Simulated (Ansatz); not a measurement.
# GeO2 (space group P3_121, No. 152)

```
GeO2
1.0
    4.98872     0.00000     0.00000
   -2.49436     4.32036     0.00000
    0.00000     0.00000     5.67527
Ge O
3 6
Cartesian
  2.25033   0.00000   1.89176
 -1.12516   1.94884   3.78351
  1.36920   2.37152   0.00000
  1.22053   1.30963   1.38153
  3.24428   0.40219   3.27329
  3.01827   2.60854   5.16504
 -1.27384   3.01073   2.40198
  0.52391   1.71182   4.29374
  0.74992   3.91817   0.51023
```

Calculations: Kohn–Sham DFT with the r2SCAN functional, run in Ansatz (a program for electronic structure) with PAW and 500 eV plane waves, no spin-orbit coupling. Settings: 8×8×6 k-points, 0.05 eV Fermi–Dirac smearing.

```json
{
  "volume_per_atom": "13.59 Å³",
  "density": "4.26 g/cm³",
  "band_gap": "4.22 eV, indirect, K → Γ",
  "electron_mass": "0.39 mₑ along c, 0.43 mₑ across",
  "Lowest conduction-band minima above the VBM": "Γ 4.22 eV",
  "total_energy": "-1813.384 eV/atom (σ→0; compares only within this code and set-up)"
}
```

Masses are band curvatures over ±0.01 Å⁻¹ around the edge. Stability against distortions was not tested.
